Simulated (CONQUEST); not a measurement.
**ZnS (Wurtzite-2H) under changes of volume**

One of the cells (19.603 Å³/atom); the others are scaled copies at fixed shape and fractional positions:

```
CELL_PARAMETERS angstrom
3.81100 0.00000 0.00000
0.00000 6.23400 0.00000
0.00000 0.00000 6.60085
ATOMIC_POSITIONS crystal
Zn 0.00000 0.50000 0.33333
Zn 0.50000 0.50000 0.83333
Zn 0.00000 0.00000 0.66667
Zn 0.50000 0.00000 0.16667
S 0.00000 0.88500 0.33333
S 0.50000 0.88500 0.83333
S 0.00000 0.38500 0.66667
S 0.50000 0.38500 0.16667
```

| Quantity | Value |
| --- | --- |
| Program | CONQUEST 1.3 |
| Functional | PBE |
| Potentials or basis | PseudoDojo NC PBE, SZP, grid of 36 × 60 × 64 points |
| k mesh | 7 × 5 × 4 |
| Occupations | fermi-dirac, width 0.05 eV |
| Spin | no spin polarisation |

```tsv
volume (Å³/atom)	energy over the lowest point (meV/atom)	pressure (GPa)	gap on the mesh (eV)	largest force (eV/Å)
18.427	87.17	11.6	3.04	0.510
18.819	61.55	9.4	2.89	0.483
19.211	40.77	7.5	2.75	0.463
19.603	24.63	5.7	2.62	0.436
19.995	12.61	4.1	2.49	0.408
20.387	?	?	?	?
20.779	0.00	1.3	2.25	0.376
```

Problem. What does the run at 20.387 Å³/atom give?

Solution. Energy over the lowest point 4.63 meV/atom; pressure 2.5 GPa; gap on the mesh 2.37 eV; largest force 0.386 eV/Å.

Worked out: A Birch-Murnaghan fit of order 3 (a polynomial in V^(-2/3)) to the other rows has its minimum at 21.12 Å³/atom, just outside them, with B0 = V·E''(V) = 69 GPa and B' = 3.2 at fixed shape and positions, which overstates the stiffness. It gives 4.51 meV/atom at 20.387 Å³/atom, against the run's 4.63, and -dE/dV = 2.6 GPa, against 2.5. A straight line through the other rows of the gap, of slope -6.56 eV per unit of ln V, gives 2.37 eV, against the run's 2.37.

Energies are extrapolated to zero smearing.

Caveats: the atomic basis is small; an odd mesh through Γ misses points on the zone boundary, where band edges often lie; the basis of atomic orbitals isn't converged, which shifts pressures, moduli and gaps.
